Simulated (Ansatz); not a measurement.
Input and command of a plane-wave DFT calculation in Ansatz:

```yaml
crystal:
  lattice:
    - [2.5117304127, -4.2650675004, 0.0]
    - [2.5117304127, 4.2650675004, 0.0]
    - [0.0, 0.0, 5.0460384433]
  atoms:
    - { symbol: Tl, position: [0.655987321, 0.344012679, 0.4166400729] }
    - { symbol: Tl, position: [0.844012679, 0.155987321, 0.9166400729] }
    - { symbol: Tl, position: [0.344012679, 0.655987321, 0.5833599271] }
    - { symbol: Tl, position: [0.155987321, 0.844012679, 0.0833599271] }
basis:
  ecutwfc: 420
kpoints:
  mp_grid: { grid: [4, 4, 4] }
hamiltonian:
  xc: pbesol
scf:
  occupations: { method: gaussian, width: 0.1 }
output:
  forces: true
  stress: true
  eigenvalues: true
```

```bash
ansatz run input.yaml --threads 1 --pin off --max-ram 2560MiB --backend cpu --events-out ev --progress --plain --runs-dir out
```

Processor: Intel(R) Xeon(R) Platinum 8259CL CPU @ 2.50GHz (Skylake/Cascade Lake), 1 thread, on a host shared with other jobs.

**Question.** How long does it run, and how much memory does it take?

**Answer.** About 3.8 s on 1 thread of Intel(R) Xeon(R) Platinum 8259CL CPU @ 2.50GHz (Skylake/Cascade Lake), on a shared host, peak memory 0.42 GiB. It solves 32 bands at 21 k points (the mesh reduced by the symmetry that the task leaves, which can be less than the crystal's) with about 2127 plane waves, in 6 SCF iterations.
